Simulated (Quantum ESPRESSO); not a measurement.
Predicting one run from its neighbours: the energy against the mesh, AlSb (R3m, 2 atoms in the cell)

```
CELL_PARAMETERS angstrom
      2.16431    -1.24956     3.53430
      0.00000     2.49912     3.53430
     -2.16431    -1.24956     3.53430
ATOMIC_POSITIONS crystal
  Al 0.00472 0.00472 0.00472
  Sb 0.25000 0.25000 0.25000
```

Level of theory: PBE, PSlibrary PAW (PBE) pseudopotentials (plane waves; Quantum ESPRESSO).

Base settings: ecutwfc = 35 Ry; ecutrho = 210 Ry; occupations = smearing; smearing = fermi-dirac; degauss = 0.000734986 Ry; potentials = {Al: Al.pbe-n-kjpaw_psl.1.0.0.UPF, Sb: Sb.pbe-n-kjpaw_psl.1.0.0.UPF}; K_POINTS = automatic 7 7 7 0 0 0; conv_thr = 1e-10 Ry.

The last step of the ladder, which sets the zero, is K_POINTS = automatic 20 20 20 0 0 0.

The starting cell has typed, rounded lattice constants, without a prior relaxation at this level. Its lattice was rescaled by up to half a per cent. One atom was moved a little off its site on purpose.

The meshes are centred on Γ.

In a gapped crystal the sum over the mesh converges exponentially with the size of the supercell that the mesh stands for: ln(ΔF) = a + b·N.

| K_POINTS | divisions along the first axis | F less the last step's (meV/atom) | ln of it |
|---|---|---|---|
| automatic 6 6 6 0 0 0 | 6 | 8.02 | 2.082 |
| automatic 7 7 7 0 0 0 | 7 | 3.12 | 1.138 |
| automatic 8 8 8 0 0 0 | 8 | ? | ? |
| automatic 9 9 9 0 0 0 | 9 | 0.55 | -0.598 |
| automatic 10 10 10 0 0 0 | 10 | 0.24 | -1.427 |

Fit the line to the 4 rows given and predict the withheld one.

Means: x̄ = 8.0000, ȳ = 0.29875. Σ(x − x̄)(y − ȳ) = -8.754 and Σ(x − x̄)² = 10.00, so b = -0.8754 and a = ȳ − b·x̄ = 7.3019; each further division cuts the miss by a factor of 2.4. The largest residual of the fitted rows is 0.036. At x = 8 the line gives 0.299, that is 1.35 meV/atom. The run gave 1.28 meV/atom, a miss of 0.07 meV/atom (5 %). The table is a window of a longer ladder. The rows were chosen because the form fits them, the withheld one included, so this shows the method and is no test of the form.

Left out of this page: 10 runs of the series outside the window shown, repeating another row's setting, or not comparable.
